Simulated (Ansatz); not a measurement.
**Relaxing HfSi₃₉**

Method: DFT PBE, scalar-relativistic, plane waves, PAW in Ansatz. Run with 420 eV cutoff, 2×2×2 k-mesh, Gaussian smearing of 0.01 eV, no spin polarisation.

What was changed: Hf on a Si site (Wyckoff letter b), charge +0, atoms relaxed at the host's cell.

Spin–orbit coupling is left out, which can shift energies with elements as heavy as these.

In a supercell of 40 atoms the defect feels its periodic images.

Spin polarisation was left out.

Command:

```bash
ansatz run input.yaml --threads 4 --pin off --max-ram 8192MiB --backend cpu --events-out ev --progress --plain --runs-dir out
```

Input:

```yaml
crystal:
  lattice:
    - [-8.2051404881, 2.7350468294, -5.4700936587]
    - [8.2051404881, -2.7350468294, -5.4700936587]
    - [-2.7350468294, -8.2051404881, 5.4700936587]
  atoms:
    - { symbol: Hf, position: [0.575, 0.775, 0.1] }
    - { symbol: Si, position: [0.425, 0.725, 0.4] }
    - { symbol: Si, position: [0.125, 0.625, 1.0] }
    - { symbol: Si, position: [0.275, 0.675, 0.7] }
    - { symbol: Si, position: [0.975, 0.575, 0.3] }
    - { symbol: Si, position: [0.825, 0.525, 0.6] }
    - { symbol: Si, position: [0.675, 0.475, 0.9] }
    - { symbol: Si, position: [0.525, 0.425, 0.2] }
    - { symbol: Si, position: [0.225, 0.325, 0.8] }
    - { symbol: Si, position: [0.375, 0.375, 0.5] }
    - { symbol: Si, position: [0.075, 0.275, 0.1] }
    - { symbol: Si, position: [0.925, 0.225, 0.4] }
    - { symbol: Si, position: [0.775, 0.175, 0.7] }
    - { symbol: Si, position: [0.625, 0.125, 0.0] }
    - { symbol: Si, position: [0.475, 0.075, 0.3] }
    - { symbol: Si, position: [0.175, 0.975, 0.9] }
    - { symbol: Si, position: [0.325, 0.025, 0.6] }
    - { symbol: Si, position: [0.025, 0.925, 0.2] }
    - { symbol: Si, position: [0.725, 0.825, 0.8] }
    - { symbol: Si, position: [0.875, 0.875, 0.5] }
    - { symbol: Si, position: [0.5, 0.5, 0.0] }
    - { symbol: Si, position: [0.35, 0.45, 0.3] }
    - { symbol: Si, position: [0.05, 0.35, 0.9] }
    - { symbol: Si, position: [0.2, 0.4, 0.6] }
    - { symbol: Si, position: [0.9, 0.3, 0.2] }
    - { symbol: Si, position: [0.75, 0.25, 0.5] }
    - { symbol: Si, position: [0.6, 0.2, 0.8] }
    - { symbol: Si, position: [0.45, 0.15, 0.1] }
    - { symbol: Si, position: [0.15, 0.05, 0.7] }
    - { symbol: Si, position: [0.3, 0.1, 0.4] }
    - { symbol: Si, position: [1.0, 1.0, 1.0] }
    - { symbol: Si, position: [0.85, 0.95, 0.3] }
    - { symbol: Si, position: [0.7, 0.9, 0.6] }
    - { symbol: Si, position: [0.55, 0.85, 0.9] }
    - { symbol: Si, position: [0.4, 0.8, 0.2] }
    - { symbol: Si, position: [0.1, 0.7, 0.8] }
    - { symbol: Si, position: [0.25, 0.75, 0.5] }
    - { symbol: Si, position: [0.95, 0.65, 0.1] }
    - { symbol: Si, position: [0.65, 0.55, 0.7] }
    - { symbol: Si, position: [0.8, 0.6, 0.4] }
  host:
    lattice:
      - [0.0, 2.7350468294, 2.7350468294]
      - [2.7350468294, 0.0, 2.7350468294]
      - [2.7350468294, 2.7350468294, 0.0]
    atoms:
      - { symbol: Si, position: [0.25, 0.25, 0.25] }
      - { symbol: Si, position: [0.0, 0.0, 0.0] }
basis:
  ecutwfc: 420
  xc_grid: 2
kpoints:
  mp_grid: { grid: [2, 2, 2], shift: [0.0, 0.0, 0.0] }
hamiltonian:
  xc: pbe
scf:
  occupations: { method: gaussian, width: 0.01 }
output:
  forces: true
  stress: false
  eigenvalues: true
  charged_corrections:
    defect_position: [0.575, 0.775, 0.1]
    epsilon: [[12.9823, 0.0, 0.0], [0.0, 12.9823, 0.0], [0.0, 0.0, 12.9823]]
  write_density: true
  write_potential: true
  elf: true
  volumetric_format: npy
relax:
  adjacent_minimum: "off"
  f_tol: 0.025
  max_steps: 45
```

F is the free energy.

Steps:

```
step F − F(1) (eV) largest force component (eV/Å)
   1         0.0000                           1.962
   2        -1.3903                           0.195
   3        -1.4416                           0.038
   4        -1.4440                           0.008
```

Relaxed structure:

```
CELL_PARAMETERS angstrom
-8.20514 2.73505 -5.47009
8.20514 -2.73505 -5.47009
-2.73505 -8.20514 5.47009
ATOMIC_POSITIONS crystal
Hf 0.57500 0.77500 0.10000
Si 0.42269 0.72249 0.40522
Si 0.11724 0.62155 0.99892
Si 0.27227 0.67783 0.70061
Si 0.97326 0.57408 0.29727
Si 0.82500 0.52500 0.60000
Si 0.67217 0.47278 0.89444
Si 0.52263 0.41832 0.20108
Si 0.21728 0.31747 0.79478
Si 0.37401 0.37674 0.50082
Si 0.07500 0.27500 0.10000
Si 0.93168 0.23276 0.40431
Si 0.77592 0.17319 0.69918
Si 0.62751 0.13272 0.00019
Si 0.47834 0.07773 0.30556
Si 0.17681 0.97599 0.90273
Si 0.32500 0.02500 0.60000
Si 0.03253 0.92731 0.19981
Si 0.72845 0.82737 0.79569
Si 0.87722 0.87166 0.49939
Si 0.48944 0.47240 0.98992
Si 0.34871 0.44867 0.29971
Si 0.04896 0.34900 0.90029
Si 0.20383 0.40656 0.60446
Si 0.90133 0.30104 0.20003
Si 0.75346 0.25106 0.50195
Si 0.60153 0.20147 0.79715
Si 0.45063 0.14617 0.10273
Si 0.14853 0.04568 0.70007
Si 0.30432 0.10439 0.40285
Si 0.00100 0.00129 0.99997
Si 0.87760 0.96752 0.31705
Si 0.70210 0.89937 0.59554
Si 0.55047 0.86056 0.88295
Si 0.38248 0.79953 0.21008
Si 0.09894 0.70089 0.80240
Si 0.24561 0.74847 0.49993
Si 0.94344 0.64790 0.09727
Si 0.64911 0.55151 0.69805
Si 0.79849 0.59654 0.39760
```

The run converged. It took 45 s on 4 threads of Arm Neoverse V1, on a shared host, peak memory 2.6 GiB.